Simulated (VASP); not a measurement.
# K in VASP: notebook

Runs on K. Level: PBE. Tasks: work function.

Everything below comes from runs of VASP 6.6.1. Logs are shortened: lines on timing, memory, paths and dates and some standing lists are left out, and cuts for length are marked.

**1. The slab as given**

The cell holds a slab with vacuum, 3 atoms: a = 4.725 Å, b = 4.725 Å, c = 22.812 Å, α = 90.00°, β = 90.00°, γ = 117.88°.

The slab is cut from a database's or a generator's crystal, which needn't be the stable form of the element.

**2. Work function, PBE (the (0 0 1) slab of K, cut from the database cell, not relaxed)**

The input, INCAR:

```
SYSTEM = K
  PREC = Accurate
  ENCUT = 520
  EDIFF = 1E-6
  ISMEAR = 0
  SIGMA = 0.05
  LREAL = .False.
  LASPH = .True.
  NELM = 60
  ALGO = Fast
  ISIF = 2
  LWAVE = .False.
  LCHARG = .True.
  LDIPOL = .True.
  IDIPOL = 3
  DIPOL = 0.5 0.5 0.500
  GGA = PE
  LELF = .True.
  LVHAR = .True.
  LVACPOTAV = .True.
```

The input, KPOINTS:

```
Automatic mesh
0
Gamma
  7 7 1
  0 0 0
```

The input, POSCAR:

```
K
1.0
    4.7251254772      0.0000000000      0.0000000000
   -2.2093571875      4.1767872334      0.0000000000
    0.0000000000      0.0000000000     22.8117980100
K
3
Direct
    0.1793869800      0.8206130200      0.3287772405
    0.8206130200      0.1793869800      0.5000000000
    0.1793869800      0.8206130200      0.6712227595
```

Potentials or basis: VASP PAW PBE potentials, release 64 (K_sv).

On the command line:

```bash
> cat potpaw_PBE.64/K_sv/POTCAR > POTCAR
> mpirun -np 1 vasp_std > vasp.out
```

OUTCAR:

```text
SYSTEM = K
   PREC = Accurate
   ENCUT = 520
   EDIFF = 1E-6
   ISMEAR = 0
   LREAL = .False.
   LASPH = .True.
   NELM = 60
   ISIF = 2
   GGA = PE

 ion  position               nearest neighbor table
   1  0.179  0.821  0.329-
   2  0.821  0.179  0.500-
   3  0.179  0.821  0.671-

  LATTYP: Found a base centered orthorhombic cell.
 ALAT       =     4.8759247000
 B/A-ratio  =     1.6602432150
 C/A-ratio  =     4.6784557624

  Lattice vectors:

 A1 = (   4.7251254772,   0.0000000000,   0.0000000000)
 A2 = (  -2.2093571875,   4.1767872334,   0.0000000000)
 A3 = (   0.0000000000,   0.0000000000,  22.8117980100)

Analysis of symmetry for initial positions (statically):
=====================================================================
 Subroutine PRICEL returns:
 Original cell was already a primitive cell.

 Routine SETGRP: Setting up the symmetry group for a
 base centered orthorhombic supercell.

 Subroutine GETGRP returns: Found  4 space group operations
 (whereof  4 operations were pure point group operations)
 out of a pool of  8 trial point group operations.

The static configuration has the point symmetry C_2v.

Analysis of symmetry for dynamics (positions and initial velocities):
=====================================================================
 Subroutine PRICEL returns:
 Original cell was already a primitive cell.

 Routine SETGRP: Setting up the symmetry group for a
 base centered orthorhombic supercell.

 Subroutine GETGRP returns: Found  4 space group operations
 (whereof  4 operations were pure point group operations)
 out of a pool of  8 trial point group operations.

The dynamic configuration has the point symmetry C_2v.

 Subroutine INISYM returns: Found  4 space group operations
 (whereof  4 operations are pure point group operations),
 and found     1 'primitive' translations

----------------------------------------------------------------------------------------

                                     Primitive cell

  volume of cell :     450.2101

  direct lattice vectors                    reciprocal lattice vectors
     4.725125477  0.000000000  0.000000000     0.211634591  0.111946427  0.000000000
    -2.209357188  4.176787233  0.000000000     0.000000000  0.239418468  0.000000000
     0.000000000  0.000000000 22.811798010     0.000000000  0.000000000  0.043836965

  length of vectors
     4.725125477  4.725125477 22.811798010     0.239418468  0.239418468  0.043836965

  position of ions in fractional coordinates (direct lattice)
     0.179386980  0.820613020  0.328777241
     0.820613020  0.179386980  0.500000000
     0.179386980  0.820613020  0.671222759

  ion indices of the primitive-cell ions
   primitive index   ion index
                 1           1
                 2           2
                 3           3

----------------------------------------------------------------------------------------

 KPOINTS: Automatic mesh

Automatic generation of k-mesh.
 Grid dimensions read from file:
 generate k-points for:    7    7    1

 Generating k-lattice:

  Cartesian coordinates                     Fractional coordinates (reciprocal lattice)
     0.030233513  0.015992347  0.000000000     0.142857143  0.000000000  0.000000000
     0.000000000  0.034202638  0.000000000     0.000000000  0.142857143  0.000000000
     0.000000000  0.000000000  0.043836965     0.000000000  0.000000000  1.000000000

  Length of vectors
     0.034202638  0.034202638  0.043836965

  Shift w.r.t. Gamma in fractional coordinates (k-lattice)
     0.000000000  0.000000000  0.000000000

 Subroutine IBZKPT returns following result:
 ===========================================

 Found     16 irreducible k-points:

 Following reciprocal coordinates:
            Coordinates               Weight
  0.000000  0.000000  0.000000      1.000000
  0.142857  0.000000  0.000000      4.000000
  0.285714  0.000000  0.000000      4.000000
  0.428571  0.000000  0.000000      4.000000
  0.142857  0.142857  0.000000      2.000000
  0.285714  0.142857  0.000000      4.000000
[... 8 lines left out ...]
  0.428571  0.428571  0.000000      2.000000
 -0.428571  0.428571  0.000000      2.000000
   k-points           NKPTS =     16   k-points in BZ     NKDIM =     16   number of bands    NBANDS=     17
   number of dos      NEDOS =    301   number of ions     NIONS =      3
   total plane-waves  NPLWV = 233280
   dimension x,y,z NGX =    36 NGY =   36 NGZ =  180
   dimension x,y,z NGXF=    72 NGYF=   72 NGZF=  360
   ions per type =               3
   NGX,Y,Z   is equivalent  to a cutoff of  12.67, 12.67, 13.12 a.u.
   NGXF,Y,Z  is equivalent  to a cutoff of  25.33, 25.33, 26.24 a.u.
 SYSTEM =  K
   PREC   = accura    normal or accurate (medium, high low for compatibility)
   ISTART =      0    job   : 0-new  1-cont  2-samecut
   ICHARG =      2    charge: 1-file 2-atom 10-const
   ISPIN  =      1    spin polarized calculation?
   LNONCOLLINEAR =      F non collinear calculations
   LSORBIT =      F    spin-orbit coupling
   LASPH  =      T    aspherical Exc in radial PAW
   ENCUT  =  520.0 eV  38.22 Ry    6.18 a.u.   8.79  8.79 42.41*2*pi/ulx,y,z
   NELM   =     60;   NELMIN=  2; NELMDL= -5     # of ELM steps
   EDIFF  = 0.1E-05   stopping-criterion for ELM
   LREAL  =      F    real-space projection
[... 7 lines left out ...]
   TEBEG  =    0.0;   TEEND  =   0.0 temperature during run
   PSTRESS=    0.0 pullay stress
   NELECT =      27.0000    total number of electrons
   NUPDOWN=      -1.0000    fix difference up-down
   EMIN   =  10.00;   EMAX   =-10.00  energy-range for DOS
   EFERMI =   0.00;   METHOD = LEGACY
   ISMEAR =     0;   SIGMA  =   0.05  broadening in eV -4-tet -1-fermi 0-gaus
   EFERMI_NEDOS =   21; number of points for ismear=-14 and -15
   IALGO  =     68    algorithm
   IMIX   =      4    mixing-type and parameters
     AMIX     =   0.40;   BMIX     =  1.00
     AMIX_MAG =   1.60;   BMIX_MAG =  1.00
  volume/ion in A,a.u.               =     150.07      1012.72
  Fermi-wavevector in a.u.,A,eV,Ry     =   0.640803  1.210942  5.586935  0.410628
  Thomas-Fermi vector in A             =   1.706931
   LORBIT       =      0    0 simple, 1 ext, 2 COOP (PROOUT), +10 PAW based schemes
   GGA     = PE    functional components
   LHFCALC =     F    Hartree Fock is set to
   AEXX    =    0.0000 exact exchange contribution
   IVDW    =     0    specifies the selected vdW correction
   LEPSILON=     F    determine dielectric tensor
   LRPA    =     F    only Hartree local field effects (RPA)
 non-spin polarized calculation
 RMM-DIIS sequential band-by-band and
 Gauss-broadening in eV      SIGMA  =   0.05
  energy-cutoff  :      520.00
  volume of cell :      450.21
 maximum number of plane-waves:     12152
   NGX = 17   NGY = 17   NGZ = 85

 dipolmoment           0.000000      0.000000      0.000000 electrons x Angstroem

 number of electron      27.0000000 magnetization

 dipolmoment           0.000000      0.000000     -0.000000 electrons x Angstroem

 Free energy of the ion-electron system (eV)
  ---------------------------------------------------
  ext. energy  EPLUGINS =         0.00000000
  ---------------------------------------------------
  free energy    TOTEN  =        -2.88673837 eV

  energy without entropy =       -2.88218207  energy(sigma->0) =       -2.88446022

 E-fermi :  -1.1972     XC(G=0):  -3.4029

 val. band max:       -1.2068443003   @ k =  -0.4286   0.2857   0.0000
 cond. band min:      -1.1667569742   @ k =   0.1429   0.1429   0.0000
 fundamental gap:      0.0400873261
 Fermi energy:        -1.1971839499

 k-point     1 :       0.0000    0.0000    0.0000
  band No.  band energies     occupation
      1     -33.4985      2.00000
      2     -33.4985      2.00000
      3     -33.3798      2.00000
      4     -16.9976      2.00000
      5     -16.9951      2.00000
      6     -16.9478      2.00000
[... 9 lines left out ...]
     16      -0.6135      0.00000
     17       0.0906      0.00000

 k-point     2 :       0.1429    0.0000    0.0000
  band No.  band energies     occupation
      1     -33.4981      2.00000
      2     -33.4981      2.00000
      3     -33.3795      2.00000
      4     -16.9961      2.00000
      5     -16.9943      2.00000
      6     -16.9554      2.00000
[... 9 lines left out ...]
     16      -0.4861      0.00000
     17       0.2549      0.00000

 k-point     3 :       0.2857    0.0000    0.0000
  band No.  band energies     occupation
      1     -33.4973      2.00000
      2     -33.4973      2.00000
      3     -33.3787      2.00000
      4     -16.9929      2.00000
      5     -16.9924      2.00000
      6     -16.9734      2.00000
[... 9 lines left out ...]
     16      -0.1062      0.00000
     17       0.6802      0.00000

 k-point     4 :       0.4286    0.0000    0.0000
  band No.  band energies     occupation
      1     -33.4967      2.00000
      2     -33.4967      2.00000
      3     -33.3781      2.00000
      4     -16.9911      2.00000
      5     -16.9903      2.00000
      6     -16.9876      2.00000
[... 9 lines left out ...]
     16      -0.1485      0.00000
     17       0.1157      0.00000
[... 183 lines left out ...]
      1     -33.4971      2.00000
      2     -33.4971      2.00000
      3     -33.3785      2.00000
      4     -16.9926      2.00000
      5     -16.9917      2.00000
      6     -16.9751      2.00000
[... 9 lines left out ...]
     16      -0.0778      0.00000
     17       0.7381      0.00000

 k-point    15 :       0.4286    0.4286    0.0000
  band No.  band energies     occupation
      1     -33.4962      2.00000
      2     -33.4962      2.00000
      3     -33.3776      2.00000
      4     -16.9907      2.00000
      5     -16.9900      2.00000
      6     -16.9895      2.00000
[... 9 lines left out ...]
     16      -0.1421      0.00000
     17       0.4439      0.00000

 k-point    16 :      -0.4286    0.4286    0.0000
  band No.  band energies     occupation
      1     -33.4963      2.00000
      2     -33.4963      2.00000
      3     -33.3777      2.00000
      4     -16.9913      2.00000
      5     -16.9904      2.00000
      6     -16.9898      2.00000
[... 9 lines left out ...]
     16      -0.0595      0.00000
     17       0.2372      0.00000

------------------------ aborting loop because EDIFF is reached ----------------------------------------

  FORCE on cell =-STRESS in cart. coord.  units (eV):
  Direction    XX          YY          ZZ          XY          YZ          ZX
  --------------------------------------------------------------------------------------
  -------------------------------------------------------------------------------------
  Total       -0.2297068     -0.2983126     -0.3279098     -0.0648496      0.0000000      0.0000000
  in kB       -0.8174650     -1.0616147     -1.1669433     -0.2307823      0.0000000      0.0000000
  external PRESSURE =      -1.0153410 kB  Pullay stress =       0.0000000 kB

 VOLUME and BASIS-vectors are now :
 -----------------------------------------------------------------------------
  energy-cutoff  :      520.00
  volume of cell :      450.21
      direct lattice vectors                 reciprocal lattice vectors
     4.725125477  0.000000000  0.000000000     0.211634591  0.111946427  0.000000000
    -2.209357188  4.176787233  0.000000000     0.000000000  0.239418468  0.000000000
     0.000000000  0.000000000 22.811798010     0.000000000  0.000000000  0.043836965

 POSITION                                       TOTAL-FORCE (eV/Angst)
 -----------------------------------------------------------------------------------
     -0.96540      3.42753      7.50000        -0.000801      0.000482      0.041451
      3.48117      0.74926     11.40590         0.001601     -0.000964      0.000000
     -0.96540      3.42753     15.31180        -0.000801      0.000482     -0.041451
 -----------------------------------------------------------------------------------
    total drift:                                0.000044     -0.000026      0.000000

  FREE ENERGIE OF THE ION-ELECTRON SYSTEM (eV)
  ---------------------------------------------------
  free  energy   TOTEN  =        -2.8867383695 eV

  energy  without entropy=       -2.8821820701  energy(sigma->0) =       -2.88446022

 vacuum level on the upper side and lower side of the slab         1.156         1.156
```

Wall time 9.3 min (1 thread of AMD EPYC, shared host); peak memory 0.51 GiB.

What came out:

```
Free energy                     : -2.8867 eV
Largest force                   : 0.041 eV/Å
Band gap on the k mesh          : none (metal or under the smearing width)
Work function of the upper face : 2.35 eV
Work function of the lower face : 2.35 eV
```

Forces in eV/Å, atoms in the order of the input:
```
K   -0.001  0.000  0.041
K    0.002 -0.001  0.000
K   -0.001  0.000 -0.041
```

(Continued in part 2 of 2.)
